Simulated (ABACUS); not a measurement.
LiF (Griceite): equation of state with PW91

Crystal: LiF (Griceite).

```xyz
2
Lattice="0.0000 2.0140 2.0140 2.0140 0.0000 2.0140 2.0140 2.0140 0.0000" Properties=species:S:1:pos:R:3 pbc="T T T"
F     2.0140    2.0140    2.0140
Li    0.0000    0.0000    0.0000
```

* Program: ABACUS 3.10.1
* Task: equation of state
* Functional: PW91
* Potentials or basis: SPMS ONCV 1.0 PBE
* Cutoff: 1143 eV
* Density cutoff: 4572 eV
* Basis: plane waves
* k mesh: 9 × 9 × 9
* Occupations: fermi-dirac, width 0.05 eV
* Spin: no spin polarisation

The equilibrium volume is 8.37 Å³/atom. The bulk modulus is 70 GPa and the pressure derivative of the bulk modulus is 3.7 (rough: it moves with the points fitted).

Energy against volume, from the lowest point:
```csv
volume (Å³/atom),energy (meV/atom)
7.679,14.15
8.006,3.65
8.333,0.00
8.659,2.03
```

All runs of the series together: 6.9 s on 4 threads of Intel(R) Xeon(R) Platinum 8488C (Sapphire Rapids) (shared host).

Caveat: the potentials were made for another functional, which shifts forces and pressure. Zero-point motion and thermal expansion aren't in these numbers.
